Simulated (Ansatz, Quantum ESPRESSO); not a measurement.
Given: the input of a run of Quantum ESPRESSO 7.5 on Y. 

File pw.in:

```
&CONTROL
  calculation = 'scf'
  prefix = 'pwscf'
  outdir = './tmp'
  pseudo_dir = './pseudo'
  tprnfor = .true.
  tstress = .true.
  disk_io = 'nowf'
/
&SYSTEM
  ibrav = 0
  nat = 4
  ntyp = 1
  ecutwfc = 55
  ecutrho = 440
  nbnd = 31
  occupations = 'smearing'
  smearing = 'fd'
  degauss = 0.00367493
/
&ELECTRONS
  conv_thr = 8d-10
  electron_maxstep = 120
  mixing_beta = 0.5
/
ATOMIC_SPECIES
Y     88.9058 Y_pbe_v1.uspp.F.UPF
CELL_PARAMETERS angstrom
   3.6425441402    0.0000000000    0.0000000000
  -1.8212720701    3.1545357598    0.0000000000
   0.0000000000    0.0000000000   11.8441303500
ATOMIC_POSITIONS crystal
Y      0.6666666667    0.3333333333    0.7500000000
Y      0.0000000000    0.0000000000    0.5000000000
Y      0.3333333333    0.6666666667    0.2500000000
Y      0.0000000000    0.0000000000    0.0000000000
K_POINTS automatic
8 8 3 0 0 0
```

Potentials or basis: SSSP 1.3 efficiency PBE.

The run is started by

```bash
$ OMP_NUM_THREADS=1 pw.x -in pw.in > pw.out
```

What does the same run look like in Ansatz 0.2.0? Potentials or basis there: Ansatz PAW, cutoff 420 eV.

As run (cutoffs and basis follow the program's own potentials, and thresholds, step limits or extra output files can differ):

File input.yaml:

```yaml
crystal:
  lattice:
    - [3.6425441402, 0.0, 0.0]
    - [-1.8212720701, 3.1545357598, 0.0]
    - [0.0, 0.0, 11.84413035]
  atoms:
    - { symbol: "Y", position: [0.6666666667, 0.3333333333, 0.75] }
    - { symbol: "Y", position: [0.0, 0.0, 0.5] }
    - { symbol: "Y", position: [0.3333333333, 0.6666666667, 0.25] }
    - { symbol: "Y", position: [0.0, 0.0, 0.0] }
hamiltonian:
  xc: pbe
  pseudopotentials: { kind: paw }
kpoints:
  mp_grid: { grid: [8, 8, 3] }
scf:
  occupations: { method: fermi_dirac, width: 0.05 }
output:
  forces: true
  stress: true
  eigenvalues: true
```

Potentials or basis: Ansatz PAW.

Launch:

```sh
$ ansatz run input.yaml --threads 1 --pin off --max-ram 3584MiB --backend cpu --events-out ev --progress --plain --runs-dir out
```

Both were run:

|  | Quantum ESPRESSO | Ansatz |
| --- | --- | --- |
| Pressure | -1.7 GPa | -1.7 GPa |

Ansatz's pressure holds a Pulay term of +0.00 GPa for its cutoff of 420 eV, which the other run lacks.

Where Ansatz's input types no cutoff or centring, it takes its own default and a Γ-centred mesh.

Pressure is positive in compression.
